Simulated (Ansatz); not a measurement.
# MoSe2: the cost of one run

Computed with Ansatz 0.2.0 (DFT PBEsol+U (U_eff = 1 eV on Mo d), plane waves, PAW, unless a step's input says otherwise).

The COD entry's cell or inner coordinates are ideal or old and differ from later refinements, so a difference from it is no clean test against experiment.

### Step 1. Starting point

It takes space group P6_3/mmc (No. 194, hexagonal). The conventional cell has a = 3.288 Å, b = 3.288 Å, c = 12.900 Å, α = 90.00°, β = 90.00°, γ = 120.00°. Around Mo (site symmetry -6m2) lie 6 Se at 2.49 Å. Se (site symmetry 3m) is surrounded by 3 Mo at 2.49 Å.

Structure file:

```cif
data_structure
_symmetry_space_group_name_H-M 'P6_3/mmc'
_symmetry_Int_Tables_number 194
_cell_length_a 3.2880
_cell_length_b 3.2880
_cell_length_c 12.9000
_cell_angle_alpha 90.000
_cell_angle_beta 90.000
_cell_angle_gamma 120.000
_cell_volume 120.78
loop_
_atom_site_label
_atom_site_type_symbol
_atom_site_symmetry_multiplicity
_atom_site_Wyckoff_symbol
_atom_site_fract_x
_atom_site_fract_y
_atom_site_fract_z
_atom_site_occupancy
Mo1 Mo 2 c 0.33333 0.66667 0.25000 1
Se1 Se 4 f 0.33333 0.66667 0.62500 1
```

An earlier series on this cell reached its lowest free state from «ferromagnetic start, free, default search», perhaps among other starts (it ended without moments).

### Step 2. Canted directions held, 150°

The input, input.yaml:

```yaml
crystal:
  lattice:
    - [3.28799957, 0.0, 0.0]
    - [-1.64399979, 2.84749116, 0.0]
    - [0.0, 0.0, 12.90000092]
  atoms:
    - { symbol: Mo, position: [0.3333333333, 0.6666666667, 0.25], spin: 2.0, spin_axis: [0.0, 0.0, 1.0] }
    - { symbol: Mo, position: [0.6666666667, 0.3333333333, 0.75], spin: 2.0, spin_axis: [0.5, 0.0, -0.866025] }
    - { symbol: Se, position: [0.3333333333, 0.6666666667, 0.625] }
    - { symbol: Se, position: [0.6666666667, 0.3333333333, 0.125] }
    - { symbol: Se, position: [0.3333333333, 0.6666666667, 0.875] }
    - { symbol: Se, position: [0.6666666667, 0.3333333333, 0.375] }
basis:
  ecutwfc: 420
  ecutrho_ratio: 4
kpoints:
  mp_grid: { grid: [7, 7, 2] }
hamiltonian:
  xc: pbesol
  hubbard:
    sites:
      - { site: 0, l: d, u_eff: 1.0, starting_ns: [{ occupation_matrix: s0 }] }
      - { site: 1, l: d, u_eff: 1.0, starting_ns: [{ occupation_matrix: s1 }] }
    occupation_matrices:
      s0:
        spinor_matrix:
          - [[0.97, 0.0], [0.0, 0.0], [0.0, 0.0], [0.0, 0.0], [0.0, 0.0], [0.0, 0.0], [0.0, 0.0], [0.0, 0.0], [0.0, 0.0], [0.0, 0.0]]
          - [[0.0, 0.0], [0.02, 0.0], [0.0, 0.0], [0.0, 0.0], [0.0, 0.0], [0.0, 0.0], [0.0, 0.0], [0.0, 0.0], [0.0, 0.0], [0.0, 0.0]]
          - [[0.0, 0.0], [0.0, 0.0], [0.02, 0.0], [0.0, 0.0], [0.0, 0.0], [0.0, 0.0], [0.0, 0.0], [0.0, 0.0], [0.0, 0.0], [0.0, 0.0]]
          - [[0.0, 0.0], [0.0, 0.0], [0.0, 0.0], [0.02, 0.0], [0.0, 0.0], [0.0, 0.0], [0.0, 0.0], [0.0, 0.0], [0.0, 0.0], [0.0, 0.0]]
          - [[0.0, 0.0], [0.0, 0.0], [0.0, 0.0], [0.0, 0.0], [0.97, 0.0], [0.0, 0.0], [0.0, 0.0], [0.0, 0.0], [0.0, 0.0], [0.0, 0.0]]
          - [[0.0, 0.0], [0.0, 0.0], [0.0, 0.0], [0.0, 0.0], [0.0, 0.0], [0.02, 0.0], [0.0, 0.0], [0.0, 0.0], [0.0, 0.0], [0.0, 0.0]]
          - [[0.0, 0.0], [0.0, 0.0], [0.0, 0.0], [0.0, 0.0], [0.0, 0.0], [0.0, 0.0], [0.02, 0.0], [0.0, 0.0], [0.0, 0.0], [0.0, 0.0]]
          - [[0.0, 0.0], [0.0, 0.0], [0.0, 0.0], [0.0, 0.0], [0.0, 0.0], [0.0, 0.0], [0.0, 0.0], [0.02, 0.0], [0.0, 0.0], [0.0, 0.0]]
          - [[0.0, 0.0], [0.0, 0.0], [0.0, 0.0], [0.0, 0.0], [0.0, 0.0], [0.0, 0.0], [0.0, 0.0], [0.0, 0.0], [0.02, 0.0], [0.0, 0.0]]
          - [[0.0, 0.0], [0.0, 0.0], [0.0, 0.0], [0.0, 0.0], [0.0, 0.0], [0.0, 0.0], [0.0, 0.0], [0.0, 0.0], [0.0, 0.0], [0.02, 0.0]]
      s1:
        spinor_matrix:
          - [[0.08364, 0.0], [0.0, 0.0], [0.0, 0.0], [0.0, 0.0], [0.0, 0.0], [0.2375, 0.0], [0.0, 0.0], [0.0, 0.0], [0.0, 0.0], [0.0, 0.0]]
          - [[0.0, 0.0], [0.02, 0.0], [0.0, 0.0], [0.0, 0.0], [0.0, 0.0], [0.0, 0.0], [0.0, 0.0], [0.0, 0.0], [0.0, 0.0], [0.0, 0.0]]
          - [[0.0, 0.0], [0.0, 0.0], [0.02, 0.0], [0.0, 0.0], [0.0, 0.0], [0.0, 0.0], [0.0, 0.0], [0.0, 0.0], [0.0, 0.0], [0.0, 0.0]]
          - [[0.0, 0.0], [0.0, 0.0], [0.0, 0.0], [0.02, 0.0], [0.0, 0.0], [0.0, 0.0], [0.0, 0.0], [0.0, 0.0], [0.0, 0.0], [0.0, 0.0]]
          - [[0.0, 0.0], [0.0, 0.0], [0.0, 0.0], [0.0, 0.0], [0.08364, 0.0], [0.0, 0.0], [0.0, 0.0], [0.0, 0.0], [0.0, 0.0], [0.2375, 0.0]]
          - [[0.2375, 0.0], [0.0, 0.0], [0.0, 0.0], [0.0, 0.0], [0.0, 0.0], [0.90636, 0.0], [0.0, 0.0], [0.0, 0.0], [0.0, 0.0], [0.0, 0.0]]
          - [[0.0, 0.0], [0.0, 0.0], [0.0, 0.0], [0.0, 0.0], [0.0, 0.0], [0.0, 0.0], [0.02, 0.0], [0.0, 0.0], [0.0, 0.0], [0.0, 0.0]]
          - [[0.0, 0.0], [0.0, 0.0], [0.0, 0.0], [0.0, 0.0], [0.0, 0.0], [0.0, 0.0], [0.0, 0.0], [0.02, 0.0], [0.0, 0.0], [0.0, 0.0]]
          - [[0.0, 0.0], [0.0, 0.0], [0.0, 0.0], [0.0, 0.0], [0.0, 0.0], [0.0, 0.0], [0.0, 0.0], [0.0, 0.0], [0.02, 0.0], [0.0, 0.0]]
          - [[0.0, 0.0], [0.0, 0.0], [0.0, 0.0], [0.0, 0.0], [0.2375, 0.0], [0.0, 0.0], [0.0, 0.0], [0.0, 0.0], [0.0, 0.0], [0.90636, 0.0]]
    ns_hold: { iters: 8 }
scf:
  occupations: { method: gaussian, width: 0.05 }
  lower_state_search: "off"
  max_iter: 150
output:
  forces: true
  stress: true
  eigenvalues: true
  populations: true
  hubbard: { sites: [{ site: 0, l: d }, { site: 1, l: d }] }
  write_density: true
  write_potential: true
  elf: true
  volumetric_format: npy
magnetization:
  noncollinear: true
  spin_orbit: false
  spin_locking: { lock_directions: true }
```

The typed matrices put 0.97 on the chosen orbitals and 0.02 on the others, and are held for 8 cycles. The lock stays on to the end, so the result is a constrained state. Spins may be non-collinear here, without spin–orbit coupling.

Run with:

```
$ ansatz run input.yaml --threads 4 --pin off --max-ram 6144MiB --backend cpu --events-out ev --progress --plain --runs-dir out
```

**Question.** How long does this run take on 4 threads of Intel Xeon at 2.60GHz (Ice Lake), shared host, and how much memory does it need?

About 87 s, with a peak of 1.8 GiB.
